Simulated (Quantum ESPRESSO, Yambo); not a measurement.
# AgCl (Fm-3m): G0W0 with Yambo, start to end, part 2 of 3

Aim: the G0W0 gap of AgCl (Fm-3m) on PBE, step by step.

Quantum ESPRESSO 7.5 and Yambo 5.3.0; PBE and many-body steps on it, plane waves. Known limits of the many-body steps: not at the basis limit; d shell near the gap, gap tends to lie low; no spin-orbit coupling; coarse k mesh.

So far. Step 2 (Ground state): The gap is indirect, with the least direct gap 2.20 eV higher. Step 3 (Bands along the symmetry lines): The gap is 0.921 eV, as in the run before at this level.

**4. Empty states on the mesh, 4×4×4 mesh, 77 bands**

Level of this step: DFT, PBE, plane waves, norm-conserving pseudopotentials (Quantum ESPRESSO).

The sums over transitions need many empty states on a uniform mesh; this step solves for them.

pw.in

```
&control
  calculation = 'nscf'
  prefix = 'x'
  outdir = 'o'
  pseudo_dir = 'pseudo'
/
&system
  ibrav = 0
  nat = 2
  ntyp = 2
  ecutwfc = 74.0
  nbnd = 77
  force_symmorphic = .true.
/
&electrons
  conv_thr = 1e-9
  electron_maxstep = 80
  diago_full_acc = .true.
  diago_thr_init = 5e-6
/
ATOMIC_SPECIES
  Ag 107.87 Ag.upf
  Cl 35.45 Cl.upf
CELL_PARAMETERS angstrom
  0.0000000000 2.7985000000 2.7985000000
  2.7985000000 0.0000000000 2.7985000000
  2.7985000000 2.7985000000 -0.0000000000
ATOMIC_POSITIONS crystal
  Ag 0.0000000000 0.0000000000 0.0000000000
  Cl 0.5000000000 0.5000000000 0.5000000000
K_POINTS automatic
  4 4 4 0 0 0
```

Started as:

```bash
> OMP_NUM_THREADS=1 mpirun -n 8 pw.x -nk 4 -in pw.in > pw.out
```

Output:

```text
[banner, memory and clock lines left out]
Program PWSCF v.7.5 starts

     Atomic positions and unit cell read from directory:
     o/x.save/

     Message from routine setup:
     using ibrav=0 with symmetry is DISCOURAGED, use correct ibrav instead

     bravais-lattice index     =            0
     lattice parameter (alat)  =       7.4789  a.u.
     unit-cell volume          =     295.8030 (a.u.)^3
     number of atoms/cell      =            2
     number of atomic types    =            2
     number of electrons       =        26.00
     number of Kohn-Sham states=           77
     kinetic-energy cutoff     =      74.0000  Ry
     charge density cutoff     =     296.0000  Ry
     Exchange-correlation= PBE
                           (   1   4   3   4   0   0   0)

     celldm(1)=   7.478925  celldm(2)=   0.000000  celldm(3)=   0.000000
     celldm(4)=   0.000000  celldm(5)=   0.000000  celldm(6)=   0.000000

     crystal axes: (cart. coord. in units of alat)
               a(1) = (   0.000000   0.707107   0.707107 )
               a(2) = (   0.707107   0.000000   0.707107 )
               a(3) = (   0.707107   0.707107  -0.000000 )

     reciprocal axes: (cart. coord. in units 2 pi/alat)
               b(1) = ( -0.707107  0.707107  0.707107 )
               b(2) = (  0.707107 -0.707107  0.707107 )
               b(3) = (  0.707107  0.707107 -0.707107 )
     Pseudo is Norm-conserving + core correction, Zval = 19.0
     Generated using ONCVPSP code by D. R. Hamann
     Using radial grid of 1538 points,  6 beta functions with:
     Pseudo is Norm-conserving + core correction, Zval =  7.0
     Generated using ONCVPSP code by D. R. Hamann
     Using radial grid of 1028 points,  6 beta functions with:
     Ag               19.00   107.87000     Ag( 1.00)
     Cl                7.00    35.45000     Cl( 1.00)

     48 Sym. Ops., with inversion, found

   Cartesian axes

     site n.     atom                  positions (alat units)
         1        Ag     tau(   1) = (   0.0000000   0.0000000   0.0000000  )
         2        Cl     tau(   2) = (   0.7071068   0.7071068   0.7071068  )

     number of k points=     8
                       cart. coord. in units 2pi/alat
        k(    1) = (   0.0000000   0.0000000   0.0000000), wk =   0.0312500
        k(    2) = (   0.1767767   0.1767767  -0.1767767), wk =   0.2500000
        k(    3) = (  -0.3535534  -0.3535534   0.3535534), wk =   0.1250000
[...]
k(    7) = (  -0.7071068   0.0000000   0.0000000), wk =   0.0937500
        k(    8) = (  -0.7071068   0.3535534   0.0000000), wk =   0.1875000

     Dense  grid:    25509 G-vectors     FFT dimensions: (  45,  45,  45)

     The potential is recalculated from file :
     o/x.save/charge-density

     Starting wfcs are   14 randomized atomic wfcs +   63 random wfcs

     Band Structure Calculation

     End of band structure calculation

          k = 0.0000 0.0000 0.0000 (  3143 PWs)   bands (ev):

   -81.9858 -45.5120 -45.5120 -45.5120  -7.2816   5.3481   5.3481   5.3481
     5.3881   5.3881   5.4792   5.4792   5.4792   8.6036  18.4007  18.4007
    18.4007  20.1477  20.8591  20.8591  20.8591  21.1213  21.1213  27.0958
[...]
72.7271  72.8077  72.8077  72.8077  79.2147

          k = 0.1768 0.1768-0.1768 (  3182 PWs)   bands (ev):

[...]
72.6160  73.7690  73.7690  76.4722  77.9344

          k =-0.3536-0.3536 0.3536 (  3178 PWs)   bands (ev):

[...]
60.1807  60.1807  64.5002  64.5002  64.9817  64.9817  67.0668  68.4027
    68.4027  68.5725  68.5725  68.8770  69.1014  69.7171  69.7171  70.1311
    71.1644  71.2292  71.2292  73.3426  76.1541

          k = 0.3536 0.0000 0.0000 (  3178 PWs)   bands (ev):

     [... further k-points ...]

     highest occupied, lowest unoccupied level (ev):     7.6822    8.6036

     XML data file, pseudopotentials, collected wavefunctions
```

Wall time 3.6 s (8 MPI ranks of Arm Neoverse V2, shared host); peak memory 0.39 GiB; 25 s of CPU time.

This step gave:

| Quantity | Value |
| --- | --- |
| gap | 0.9214 eV |
| k of the valence top | 0, 0, -0.5 |
| k of the conduction bottom | 0, 0, 0 |
| least direct gap | 3.124 eV |
| k points computed | 8 |
| lowest point of the top converged band, above the valence top | 66.6416 eV |

On this mesh the gap is 0.921 eV.

**5. Conversion and set-up**

This step: Yambo 5.3.0; conversion and set-up on PBE, plane waves, norm-conserving pseudopotentials.

The states are converted to the many-body program's format and the q mesh is built.

Started as:

```bash
> (cd o/x.save; p2y > p2y.log; mv SAVE ../..); yambo > setup.log
```

Output:

```text
 Yambo, version 5.3.0

 [02] CORE Variables Setup
 =========================

  [02.01] Unit cells
  ==================

  Cell kind             :  FCC
  Atoms in the cell     :  Ag  Cl
  number of Ag atoms    :  1
  number of Cl atoms    :  1

  List of atomic masses
  Mass of Ag    :  107.8700
  Mass of Cl    :  35.45000

  List of atomic coordinates    : [cc]
  Ag1       :  0.000000  0.000000  0.000000  order 1
  Cl1       :  5.288399  5.288399  5.288399  order 2

  Alat factors          :  5.288399  5.288399  5.288399 [a.u.]
  Direct lattice volume :  295.8030 [a.u.]
  Direct lattice vectors:  A[ 1 ]  A[ 2 ]  A[ 3 ]
   A[ 1 ]:  0.000000  1.000000  1.000000  [iru]
   0.000000  5.288399  5.288399  [cc]
   A[ 2 ]:  1.000000  0.000000  1.000000  [iru]
   5.288399  0.000000  5.288399  [cc]
   A[ 3 ]:  1.000000  1.000000 -0.000000  [iru]
   5.288399  5.288399 -0.000000  [cc]

  Recip. lattice volume :  0.838566 [a.u.]
  Recip. lattice vectors:  B[ 1 ]  B[ 2 ]  B[ 3 ]
   B[ 1 ]: -0.500000  0.500000  0.500000  [iku]
  -0.594054  0.594054  0.594054  [cc]
   B[ 2 ]:  0.500000 -0.500000  0.500000  [iku]
   0.594054 -0.594054  0.594054  [cc]
   B[ 3 ]:  0.500000  0.500000 -0.500000  [iku]
   0.594054  0.594054 -0.594054  [cc]

  [02.02] Symmetries
  ==================

  Inversion symmetry    : yes
  Spatial inversion     : yes
  Inversion index       :  25
  K-space Time-reversal : no
  Magnetic symmetries   : no
  Group table correct   : yes
  Symmetries units      :  [cc]

   [S  1]:   1.0000     -0.27504E-16 -0.27504E-16 -0.27504E-16   1.0000      0.27504E-16  0.27504E-16  0.27504E-16   1.0000
   [S  2]:  -1.0000      0.27504E-16 -0.27504E-16  0.27504E-16  -1.0000      0.27504E-16 -0.27504E-16 -0.27504E-16   1.0000
   [S  3]:  -1.0000     -0.27504E-16  0.27504E-16  0.27504E-16   1.0000     -0.27504E-16 -0.27504E-16  0.27504E-16  -1.0000
[...]
[... 36 further rows ...]
   [S 47]: -0.27504E-16   1.0000      0.27504E-16  0.27504E-16 -0.27504E-16  -1.0000       1.0000      0.27504E-16 -0.27504E-16
   [S 48]: -0.27504E-16  -1.0000     -0.27504E-16  0.27504E-16  0.27504E-16   1.0000       1.0000     -0.27504E-16  0.27504E-16

  [02.03] Reciprocal space
  ========================

  nG shells         :  282
  nG charge         :  25509
  nG WFs            :   3821
  nC WFs            :   3218
  G-vecs. in first 28 shells:  [ Number ]
     1    9   15   27   51   59   65   89  113
    137   169   181   229   259   283   307   331   339
    387   411   459   531   537   561   609   645   701
    725
  ...
  Shell energy in first 28 shells:  [ mHa ]
    0.00000      529.350      705.800      1411.60      1940.95      2117.40      2823.20      3352.55      3529.00
    4234.80      4764.15      5646.40      6175.75      6352.20      7058.00      7587.35      7763.80      8469.59
[...]
BZ  K-points                                      :   64

  K/Q-points units:
  rlu = crystal or reduced units; cc = cartesian coordinates; iku = interal k-units

  K [1]          [rlu]:  0.000000  0.000000  0.000000
         WF components:  3143
  K [2]          [rlu]: -0.73127E-17 -0.73127E-17  0.25000
         WF components:   3182
  K [3]          [rlu]:  0.14625E-16  0.14625E-16 -0.50000
         WF components:   3178
  K [4]          [rlu]:  0.86352E-17  0.25000      0.25000
         WF components:   3178
  K [5]          [rlu]: -0.58174E-17  0.25000     -0.50000
         WF components:   3182
  [... 2 further k-points ...]
  K [8]          [rlu]:  0.250000 -0.500000 -0.250000
         WF components:   3188

  [02.05] Energies & Occupations
  ==============================

  [X] === General ===
  [X] Electronic Temperature                        :  0.000000  0.000000 [eV K]
  [X] Bosonic    Temperature                        :  0.000000  0.000000 [eV K]
  [X] Finite Temperature mode                       : no
  [X] El. density                                   :  0.59315E+24 [cm-3]
  [X] Fermi Level                                   :  7.682211 [eV]

  [X] === Gaps and Widths ===
  [X] Conduction Band Min                           :  0.921383 [eV]
  [X] Valence Band Max                              :  0.000000 [eV]
  [X] Filled Bands                                  :  13
  [X] Empty Bands                                   :   14   77
  [X] Direct Gap                                    :  3.124398 [eV]
  [X] Direct Gap localized at k                     :  1
  [X] Indirect Gap                                  :  0.921383 [eV]
  [X] Indirect Gap between kpts                     :  3  1
  [X] Last valence band width                       :  2.203015 [eV]
  [X] 1st conduction band width                     :  3.963148 [eV]

  E @ K [1]:  [eV]
  -89.66803 -53.19424 -53.19424 -53.19424 -14.96379  -2.33414  -2.33414  -2.33414
   -2.29410  -2.29410  -2.20302  -2.20302  -2.20302   0.92138  10.71851  10.71851
   10.71851  12.46550  13.17693  13.17693  13.17693  13.43914  13.43914  19.41360
[...]
occ @ K [1]
[...]
E @ K [2]:  [eV]
[...]
occ @ K [2]
[...]
E @ K [3]:  [eV]
[...]
occ @ K [3]
[...]
E @ K [4]:  [eV]
[...]
occ @ K [4]
[...]
E @ K [5]:  [eV]
[...]
occ @ K [5]
[...]
[... 2 further k-points ...]
  E @ K [8]:  [eV]
[...]
occ @ K [8]
[...]
0.000000  0.000000  0.000000  0.000000  0.000000  0.000000  0.000000  0.000000
   0.000000  0.000000  0.000000  0.000000  0.000000  0.000000  0.000000  0.000000

 [03] Transferred momenta grid and indexing
 ==========================================

 IBZ Q-points                                      :   8
 BZ  Q-points                                      :   64

 K/Q-points units:
 rlu = crystal or reduced units; cc = cartesian coordinates; iku = interal k-units

 Q [1]          [rlu]:  0.000000  0.000000  0.000000
 Q [2]          [rlu]: -0.30674E-16 -0.30674E-16  0.25000
 Q [3]          [rlu]:  0.61348E-16  0.61348E-16 -0.50000
[...]
Q [7]          [rlu]: -0.17270E-16 -0.50000     -0.50000
 Q [8]          [rlu]:  0.250000 -0.500000 -0.250000

  [03.01] X indexes
  =================

   [03.01.01] Sigma indexes
   ========================

 [06] Game Over & Game summary
```

Wall time 2.3 s (1 MPI rank); peak memory 0.24 GiB.

[end of part 2 of 3]

[Paths, hosts, dates, memory and timing lines, banners, echoed tables and standing remarks are left out of the program output.]

[Logs are printed without paths, hosts, clocks, repeated set-up lines and the standing remarks that a program may print on its own settings, such as how far it seeks lower states.]

[Runs of the session that timed out or met a known fault of the program may be left out.]

[Hosts, paths, dates, database ids (printed as entryN), source tags and the programs' standing remarks are cut or masked in the printed files.]
